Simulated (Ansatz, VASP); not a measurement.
One calculation of Ti, two programs

The input INCAR:

```
SYSTEM = Ti
ALGO = Normal
EDIFF = 1E-6
ENCUT = 520
GGA = PS
ISIF = 2
ISMEAR = 0
LASPH = .TRUE.
LCHARG = .FALSE.
LREAL = .FALSE.
LWAVE = .FALSE.
NBANDS = 12
NELM = 100
PREC = Accurate
SIGMA = 0.15
```

The input KPOINTS:

```
k-points
0
G
  20 20 20
  0 0 0
```

The input POSCAR:

```
Ti
1.0
   -1.5917700000      1.5917700000      1.6656150000
    1.5917700000     -1.5917700000      1.6656150000
    1.5917700000      1.5917700000     -1.6656150000
Ti
1
Direct
    0.0000000000      0.0000000000      0.0000000000
```

Input for Ansatz:

```yaml
crystal:
  lattice:
    - [-1.59177, 1.59177, 1.665615]
    - [1.59177, -1.59177, 1.665615]
    - [1.59177, 1.59177, -1.665615]
  atoms:
    - { symbol: Ti, position: [0.0, 0.0, 0.0] }
basis:
  ecutwfc: 420
kpoints:
  mp_grid: { grid: [20, 20, 20] }
hamiltonian:
  xc: pbesol
scf:
  occupations: { method: gaussian, width: 0.15 }
output:
  forces: true
  stress: true
  eigenvalues: true
```

Change from the starting cell: strain -0.030 along x and y, +0.015 along z, atoms carried along.

Alike in both runs: task single point; functional PBEsol; k mesh 20 × 20 × 20; occupations gaussian, width 0.15 eV; no spin polarisation.

```csv
,VASP,Ansatz
version,VASP 6.6.1,Ansatz 0.2.0
potentials or method,"VASP PAW PBE potentials, release 64 (Ti_sv)","scalar-relativistic, plane waves, PAW"
plane-wave cutoff (eV),520,420
valence electrons in the cell,12,12
```

|  | VASP | Ansatz | Ansatz less VASP |
| --- | --- | --- | --- |
| gap on the k mesh at the Fermi level (eV) | none | none | - |
| pressure (GPa) | -2.4 | -2.1 | +0.24 |
| largest component of the traceless stress (GPa) | 0.57 | 0.57 | +0.001 |

A gap of «none» marks a metal or a gap that the smearing closes.

Caveats: the PAW data sets were made with another functional, which shifts forces and pressure a little (VASP).
